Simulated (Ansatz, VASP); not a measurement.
# One calculation of SiC, two programs

```
Si C
1.0
     0.00000    2.17400    2.17400
     2.17400    0.00000    2.17400
     2.17400    2.17400    0.00000
Si C
1 1
Direct
  0.00000 0.00000 0.00000
  0.75000 0.75000 0.75000
```

Alike in both runs: task relaxation of cell and atoms; functional r2SCAN; k mesh 12 × 12 × 12; occupations gaussian, width 0.02 eV; no spin polarisation.

```csv
,VASP,Ansatz
version,VASP 6.6.1,Ansatz 0.2.0
potentials or method,"VASP PAW PBE potentials, release 64 (Si, C)","scalar-relativistic, plane waves, PAW"
plane-wave cutoff (eV),600,500
valence electrons in the cell,8,8
```

```csv
,VASP,Ansatz,Ansatz less VASP
"gap on the k mesh at the Fermi level, each at its own relaxed structure (eV)",1.72,1.71,-0.011
relaxed volume (Å³/atom),10.32,10.33,+0.016
relaxed cell length with the largest relative difference (Å),3.079,3.080,+0.0016
```

Caveats: the PAW data sets were made with another functional, which shifts forces and pressure a little (VASP). r2SCAN opens gaps a little over a GGA but as a rule still falls short of measured ones. Zero-point motion and thermal expansion aren't in these numbers.
